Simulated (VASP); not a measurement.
# MoS2 (P6_3/mmc) in VASP: a series of runs

One crystal, MoS2, is run at these levels: LDA, optB88-vdW, PBE+D3(BJ); tasks: relaxation of cell and atoms.

All numbers are computed with VASP 6.6.1; they aren't measurements. Logs are shortened: lines on timing, memory, paths and dates and some standing lists are left out, and cuts for length are marked.

### Step 1. The structure

Symmetry: P6_3/mmc, No. 194, hexagonal system. Conventional cell: a = 3.169 Å, b = 3.169 Å, c = 12.324 Å, α = 90.00°, β = 90.00°, γ = 120.00°. Mo (site symmetry -6m2) is surrounded by 6 S at 2.41 Å. Around S (site symmetry 3m) lie 3 Mo at 2.41 Å.

### Step 2. Relaxation of cell and atoms, LDA

The input, INCAR:

```
SYSTEM = MoS2
PREC = Accurate
ENCUT = 600
EDIFF = 1E-7
ISMEAR = 0
SIGMA = 0.05
LREAL = .FALSE.
LASPH = .TRUE.
NELM = 100
ALGO = Normal
ISIF = 3
LWAVE = .FALSE.
LCHARG = .FALSE.
IBRION = 2
NSW = 40
EDIFFG = -0.005
KPAR = 2
```

The input, KPOINTS:

```
regular mesh
0
G
  12 12 3
  0 0 0
```

The input, POSCAR:

```
MoS2
1.0
    3.1690000000      0.0000000000      0.0000000000
   -1.5845000000      2.7444345046      0.0000000000
    0.0000000000      0.0000000000     12.3240000000
Mo S
2 4
Direct
    0.3333333333      0.6666666667      0.2500000000
    0.6666666667      0.3333333333      0.7500000000
    0.3333333333      0.6666666667      0.6230000000
    0.6666666667      0.3333333333      0.1230000000
    0.3333333333      0.6666666667      0.8770000000
    0.6666666667      0.3333333333      0.3770000000
```

Potentials or basis: VASP PAW LDA potentials, release 64 (Mo_sv, S).

On the command line:

```console
> cat potpaw_LDA.64/Mo_sv/POTCAR potpaw_LDA.64/S/POTCAR > POTCAR
> mpirun -np 2 vasp_std > vasp.out
```

OUTCAR:

```text
SYSTEM = MoS2
   PREC = Accurate
   ENCUT = 600
   EDIFF = 1E-7
   ISMEAR = 0
   LREAL = .FALSE.
   LASPH = .TRUE.
   NELM = 100
   ISIF = 3
   IBRION = 2
   NSW = 40
   EDIFFG = -0.005

 ion  position               nearest neighbor table
   1  0.333  0.667  0.250-   4 2.41   6 2.41   4 2.41   6 2.41   4 2.41   6 2.41
   2  0.667  0.333  0.750-   3 2.41   5 2.41   3 2.41   5 2.41   3 2.41   5 2.41
   3  0.333  0.667  0.623-   2 2.41   2 2.41   2 2.41
   4  0.667  0.333  0.123-   1 2.41   1 2.41   1 2.41
   5  0.333  0.667  0.877-   2 2.41   2 2.41   2 2.41
   6  0.667  0.333  0.377-   1 2.41   1 2.41   1 2.41

  LATTYP: Found a hexagonal cell.
 ALAT       =     3.1690000000
 C/A-ratio  =     3.8889239508

  Lattice vectors:

 A1 = (   3.1690000000,   0.0000000000,   0.0000000000)
 A2 = (  -1.5845000000,   2.7444345046,   0.0000000000)
 A3 = (   0.0000000000,   0.0000000000,  12.3240000000)

Analysis of symmetry for initial positions (statically):
=====================================================================
 Subroutine PRICEL returns:
 Original cell was already a primitive cell.

 Routine SETGRP: Setting up the symmetry group for a
 hexagonal supercell.

 Subroutine GETGRP returns: Found 24 space group operations
 (whereof 12 operations were pure point group operations)
 out of a pool of 24 trial point group operations.

The static configuration has the point symmetry D_3d.
 The point group associated with its full space group is D_6h.

Analysis of symmetry for dynamics (positions and initial velocities):
=====================================================================
 Subroutine PRICEL returns:
 Original cell was already a primitive cell.

 Routine SETGRP: Setting up the symmetry group for a
 hexagonal supercell.

 Subroutine GETGRP returns: Found 24 space group operations
 (whereof 12 operations were pure point group operations)
 out of a pool of 24 trial point group operations.

The dynamic configuration has the point symmetry D_3d.
 The point group associated with its full space group is D_6h.

 Subroutine INISYM returns: Found 24 space group operations
 (whereof 12 operations are pure point group operations),
 and found     1 'primitive' translations

----------------------------------------------------------------------------------------

                                     Primitive cell

  volume of cell :     107.1832

  direct lattice vectors                    reciprocal lattice vectors
     3.169000000  0.000000000  0.000000000     0.315556958  0.182186895  0.000000000
    -1.584500000  2.744434505  0.000000000     0.000000000  0.364373789  0.000000000
     0.000000000  0.000000000 12.324000000     0.000000000  0.000000000  0.081142486

  length of vectors
     3.169000000  3.169000000 12.324000000     0.364373789  0.364373789  0.081142486

  position of ions in fractional coordinates (direct lattice)
     0.333333333  0.666666667  0.250000000
     0.666666667  0.333333333  0.750000000
     0.333333333  0.666666667  0.623000000
     0.666666667  0.333333333  0.123000000
     0.333333333  0.666666667  0.877000000
     0.666666667  0.333333333  0.377000000

  ion indices of the primitive-cell ions
   primitive index   ion index
                 1           1
                 2           2
                 3           3
                 4           4
                 5           5
                 6           6

----------------------------------------------------------------------------------------

 KPOINTS: regular mesh

Automatic generation of k-mesh.
 Grid dimensions read from file:
 generate k-points for:   12   12    3

 Generating k-lattice:

  Cartesian coordinates                     Fractional coordinates (reciprocal lattice)
     0.026296413  0.015182241  0.000000000     0.083333333  0.000000000  0.000000000
     0.000000000  0.030364482  0.000000000     0.000000000  0.083333333  0.000000000
     0.000000000  0.000000000  0.027047495     0.000000000  0.000000000  0.333333333

  Length of vectors
     0.030364482  0.030364482  0.027047495

  Shift w.r.t. Gamma in fractional coordinates (k-lattice)
     0.000000000  0.000000000  0.000000000

 Subroutine IBZKPT returns following result:
 ===========================================

 Found     38 irreducible k-points:

 Following reciprocal coordinates:
            Coordinates               Weight
  0.000000  0.000000  0.000000      1.000000
  0.083333  0.000000  0.000000      6.000000
  0.166667 -0.000000  0.000000      6.000000
  0.250000 -0.000000  0.000000      6.000000
  0.333333 -0.000000  0.000000      6.000000
  0.416667 -0.000000  0.000000      6.000000
[... 16 lines left out ...]
  0.250000 -0.000000  0.333333     12.000000
  0.333333 -0.000000  0.333333     12.000000
 [... further k-points ...]
   k-points           NKPTS =     38   k-points in BZ     NKDIM =     38   number of bands    NBANDS=     31
   number of dos      NEDOS =    301   number of ions     NIONS =      6
   total plane-waves  NPLWV =  76832
   dimension x,y,z NGX =    28 NGY =   28 NGZ =   98
   dimension x,y,z NGXF=    56 NGYF=   56 NGZF=  196
   ions per type =               2   4
   NGX,Y,Z   is equivalent  to a cutoff of  14.69, 14.69, 13.22 a.u.
   NGXF,Y,Z  is equivalent  to a cutoff of  29.38, 29.38, 26.44 a.u.
 SYSTEM =  MoS2
   PREC   = accura    normal or accurate (medium, high low for compatibility)
   ISTART =      0    job   : 0-new  1-cont  2-samecut
   ICHARG =      2    charge: 1-file 2-atom 10-const
   ISPIN  =      1    spin polarized calculation?
   LNONCOLLINEAR =      F non collinear calculations
   LSORBIT =      F    spin-orbit coupling
   LASPH  =      T    aspherical Exc in radial PAW
   ENCUT  =  600.0 eV  44.10 Ry    6.64 a.u.   6.33  6.33 24.61*2*pi/ulx,y,z
   NELM   =    100;   NELMIN=  2; NELMDL= -5     # of ELM steps
   EDIFF  = 0.1E-06   stopping-criterion for ELM
   LREAL  =      F    real-space projection
   EDIFFG = -.5E-02   stopping-criterion for IOM
   NSW    =     40    number of steps for IOM
   IBRION =      2    ionic relax: 0-MD 1-quasi-New 2-CG
   NFREE  =      1    steps in history (QN), initial steepest desc. (CG)
   ISIF   =      3    stress and relaxation
   ISYM   =      2    0-nonsym 1-usesym 2-fastsym
   POTIM  = 0.5000    time-step for ionic-motion
   TEBEG  =    0.0;   TEEND  =   0.0 temperature during run
   PSTRESS=    0.0 pullay stress
   NELECT =      52.0000    total number of electrons
   NUPDOWN=      -1.0000    fix difference up-down
   EMIN   =  10.00;   EMAX   =-10.00  energy-range for DOS
   EFERMI =   0.00;   METHOD = LEGACY
   ISMEAR =     0;   SIGMA  =   0.05  broadening in eV -4-tet -1-fermi 0-gaus
   EFERMI_NEDOS =   21; number of points for ismear=-14 and -15
   IALGO  =     38    algorithm
   IMIX   =      4    mixing-type and parameters
     AMIX     =   0.40;   BMIX     =  1.00
     AMIX_MAG =   1.60;   BMIX_MAG =  1.00
  volume/ion in A,a.u.               =      17.86       120.55
  Fermi-wavevector in a.u.,A,eV,Ry     =   1.286373  2.430893 22.514325  1.654756
  Thomas-Fermi vector in A             =   2.418452
   LORBIT       =      0    0 simple, 1 ext, 2 COOP (PROOUT), +10 PAW based schemes
   GGA     = CA    functional components
   LHFCALC =     F    Hartree Fock is set to
   AEXX    =    0.0000 exact exchange contribution
   IVDW    =     0    specifies the selected vdW correction
   LEPSILON=     F    determine dielectric tensor
   LRPA    =     F    only Hartree local field effects (RPA)
 conjugate gradient relaxation of ions
 non-spin polarized calculation
 Gauss-broadening in eV      SIGMA  =   0.05
  energy-cutoff  :      600.00
  volume of cell :      107.18
 maximum number of plane-waves:      3603
 NGX is ok and might be reduce to    28
   NGX = 13   NGY = 13   NGZ = 49

--------------------------------------- Ionic step        1  -------------------------------------------

 number of electron      52.0000000 magnetization

 Free energy of the ion-electron system (eV)
  ---------------------------------------------------
  ext. energy  EPLUGINS =         0.00000000
  ---------------------------------------------------
  free energy    TOTEN  =       -48.88908875 eV

  energy without entropy =      -48.88908875  energy(sigma->0) =      -48.88908875

------------------------ aborting loop because EDIFF is reached ----------------------------------------

  FORCE on cell =-STRESS in cart. coord.  units (eV):
  Direction    XX          YY          ZZ          XY          YZ          ZX
  --------------------------------------------------------------------------------------
  -------------------------------------------------------------------------------------
  Total       -3.7928211     -3.7928211     -3.5156462      0.0000000     -0.0000000      0.0000000
  in kB      -56.6951805    -56.6951805    -52.5519632      0.0000000     -0.0000000      0.0000000
  external PRESSURE =     -55.3141081 kB  Pullay stress =       0.0000000 kB
[... 101 lines left out ...]
  FREE ENERGIE OF THE ION-ELECTRON SYSTEM (eV)
  ---------------------------------------------------
  free  energy   TOTEN  =       -48.9532194368 eV

  energy  without entropy=      -48.9532194368  energy(sigma->0) =      -48.95321944

[... ionic steps 4 to 9 ...]

--------------------------------------- Ionic step       10  -------------------------------------------

 number of electron      51.9999999 magnetization

------------------------ aborting loop because EDIFF is reached ----------------------------------------
[... 75 lines left out ...]
--------------------------------------- Ionic step       12  -------------------------------------------

 number of electron      51.9999999 magnetization

 Free energy of the ion-electron system (eV)
  ---------------------------------------------------
  ext. energy  EPLUGINS =         0.00000000
  ---------------------------------------------------
  free energy    TOTEN  =       -48.96141381 eV

  energy without entropy =      -48.96141381  energy(sigma->0) =      -48.96141381

 E-fermi :   8.4493     XC(G=0): -11.3785

 val. band max:        8.0593601534   @ k =   0.0000   0.0000   0.0000
 cond. band min:       8.7952145491   @ k =   0.1667   0.1667   0.0000
 fundamental gap:      0.7358543957
 Fermi energy:         8.4493143058

 k-point     1 :       0.0000    0.0000    0.0000
  band No.  band energies     occupation
      1     -53.1226      2.00000
      2     -53.1226      2.00000
      3     -27.5152      2.00000
      4     -27.5150      2.00000
      5     -27.2257      2.00000
      6     -27.2257      2.00000
[... 805 lines left out ...]
     30       9.9232      0.00000
     31      10.8188      0.00000

 [... further k-points ...]

------------------------ aborting loop because EDIFF is reached ----------------------------------------

  FORCE on cell =-STRESS in cart. coord.  units (eV):
  Direction    XX          YY          ZZ          XY          YZ          ZX
  --------------------------------------------------------------------------------------
  -------------------------------------------------------------------------------------
  Total        0.0016543      0.0016543      0.0033071      0.0000000     -0.0000000      0.0000000
  in kB        0.0259849      0.0259849      0.0519466      0.0000000     -0.0000000      0.0000000
  external PRESSURE =       0.0346388 kB  Pullay stress =       0.0000000 kB
[... 21 lines left out ...]
  FREE ENERGIE OF THE ION-ELECTRON SYSTEM (eV)
  ---------------------------------------------------
  free  energy   TOTEN  =       -48.9614138122 eV

  energy  without entropy=      -48.9614138122  energy(sigma->0) =      -48.96141381

 reached required accuracy - stopping structural energy minimisation
```

It took 20 min on 2 MPI ranks of Intel Xeon Platinum 8375C at 2.90GHz (Ice Lake), shared host; peak memory 0.29 GiB.

What came out:

```
Free energy                            : -48.9614 eV
Relaxed volume                         : 17.00 Å³/atom
Relaxed cell                           : a = 3.124 Å, b = 3.124 Å, c = 12.072 Å, α = 90.00°, β = 90.00°, γ = 120.00°
Space group after relaxing (to 0.05 Å) : P6_3/mmc (No. 194)
Energy gained by relaxing              : 12.1 meV/atom
Ionic steps                            : 12
Pressure after relaxing                : 0.0 GPa
Band gap on the k mesh                 : 0.74 eV, indirect (least direct gap 1.77 eV)
```

The path:
```tsv
step	energy change (eV)	largest force (eV/Å)	pressure (GPa)	volume (Å³)
1	0.0000	0.4649	-5.53	107.18
2	0.2121	1.6243	12.90	97.90
3	-0.0641	0.1473	-0.36	104.03
4	-0.0642	0.1609	-0.23	103.97
5	-0.0691	0.0355	-0.07	103.40
6	-0.0691	0.0365	-0.07	103.41
7	-0.0696	0.0349	-0.06	103.28
8	-0.0709	0.0302	-0.01	102.91
9	-0.0722	0.0202	0.10	102.16
10	-0.0723	0.0172	0.13	101.95
11	-0.0702	0.1328	-1.01	102.36
12	-0.0723	0.0004	0.00	102.00
```

Final structure:
```
CELL_PARAMETERS angstrom
3.12353 0.00000 0.00000
-1.56176 2.70506 0.00000
0.00000 0.00000 12.07193
ATOMIC_POSITIONS crystal
Mo 0.33333 0.66667 0.25000
Mo 0.66667 0.33333 0.75000
S 0.33333 0.66667 0.62124
S 0.66667 0.33333 0.12124
S 0.33333 0.66667 0.87876
S 0.66667 0.33333 0.37876
```

Caveat: an odd mesh through Γ misses points on the zone boundary, where band edges often lie.

### Step 3. Relaxation of cell and atoms, optB88-vdW

The input, INCAR:

```
PREC = Accurate ; ENCUT = 600
EDIFF = 1E-6 ; ISMEAR = 0
SIGMA = 0.05 ; LREAL = False
LASPH = True ; NELM = 80
ALGO = Normal ; ISIF = 3
LWAVE = False ; LCHARG = False
GGA = BO ; LUSE_VDW = True
AGGAC = 0.0 ; PARAM1 = 0.1833333333
PARAM2 = 0.22 ; IBRION = 2
NSW = 60 ; EDIFFG = -0.005
KPAR = 2
```

The input, KPOINTS:

```
Automatic mesh
0
Gamma
  12 12 3
```

POSCAR is that of step 2.

Potentials or basis: VASP PAW PBE potentials, release 64 (Mo_sv, S).

On the command line:

```console
> cat potpaw_PBE.64/Mo_sv/POTCAR potpaw_PBE.64/S/POTCAR > POTCAR
> mpirun -np 2 vasp_std > vasp.out
```

Run time: 19 min. Hardware: 2 MPI ranks of Intel Xeon 6975P-C (Granite Rapids), shared host; peak memory 0.72 GiB.

Results (log left out):

| Quantity | Value |
| --- | --- |
| Free energy | -31.3323 eV |
| Relaxed volume | 18.34 Å³/atom |
| Relaxed cell | a = 3.193 Å, b = 3.193 Å, c = 12.469 Å, α = 90.00°, β = 90.00°, γ = 120.00° |
| Space group after relaxing (to 0.05 Å) | P6_3/mmc (No. 194) |
| Energy gained by relaxing | 3.1 meV/atom |
| Ionic steps | 16 |
| Pressure after relaxing | 0.0 GPa |
| Band gap on the k mesh | 0.92 eV, indirect (least direct gap 1.60 eV) |

Forces in eV/Å, atoms in the order of the input:
```
Mo   0.000  0.000  0.000
Mo   0.000  0.000  0.000
S    0.000  0.000 -0.002
S    0.000  0.000 -0.002
S    0.000  0.000  0.002
S    0.000  0.000  0.002
```

The path:
| step | energy change (eV) | largest force (eV/Å) | pressure (GPa) | volume (Å³) |
| --- | --- | --- | --- | --- |
| 1 | 0.0000 | 0.1983 | 2.72 | 107.18 |
| 2 | 0.0332 | 0.5972 | -4.20 | 111.96 |
| 3 | -0.0155 | 0.1028 | 0.09 | 108.87 |
| 4 | -0.0171 | 0.0319 | 0.02 | 109.22 |
| 5 | -0.0171 | 0.0290 | 0.01 | 109.23 |
| 6 | -0.0174 | 0.0178 | 0.07 | 109.27 |
| 7 | -0.0179 | 0.0157 | 0.28 | 109.40 |
| 8 | -0.0180 | 0.0084 | 0.22 | 109.48 |
| 9 | -0.0183 | 0.0152 | 0.03 | 109.72 |
| 10 | -0.0181 | 0.0611 | -0.35 | 110.20 |
| 11 | -0.0183 | 0.0276 | -0.08 | 109.85 |
| 12 | -0.0184 | 0.0243 | -0.08 | 109.91 |
| 13 | -0.0185 | 0.0172 | -0.07 | 110.05 |
| 14 | -0.0184 | 0.0019 | -0.07 | 110.33 |
| 15 | -0.0185 | 0.0115 | -0.07 | 110.14 |
| 16 | -0.0185 | 0.0021 | 0.02 | 110.07 |

Final structure:
```
CELL_PARAMETERS angstrom
3.19258 0.00000 0.00000
-1.59629 2.76485 0.00000
0.00000 0.00000 12.46937
ATOMIC_POSITIONS crystal
Mo 0.33333 0.66667 0.25000
Mo 0.66667 0.33333 0.75000
S 0.33333 0.66667 0.62413
S 0.66667 0.33333 0.12413
S 0.33333 0.66667 0.87587
S 0.66667 0.33333 0.37587
```

Levels at points of the mesh, in eV from the valence-band top:
```csv
k point,band 22,band 23,band 24,band 25,band 26,band 27,band 28,band 29,band 30,band 31
"(0.00, 0.00, 0.00)",-2.09,-2.09,-1.19,-1.05,0.00,2.08,2.08,2.11,2.11,2.22
"(0.50, 0.00, 0.00)",-2.40,-1.69,-1.52,-1.29,-1.19,1.53,1.57,1.93,2.16,2.85
```

Caveat: the PAW data sets were made with another functional, which shifts forces and pressure a little; an odd mesh through Γ misses points on the zone boundary, where band edges often lie.

(Continued in part 2 of 2.)
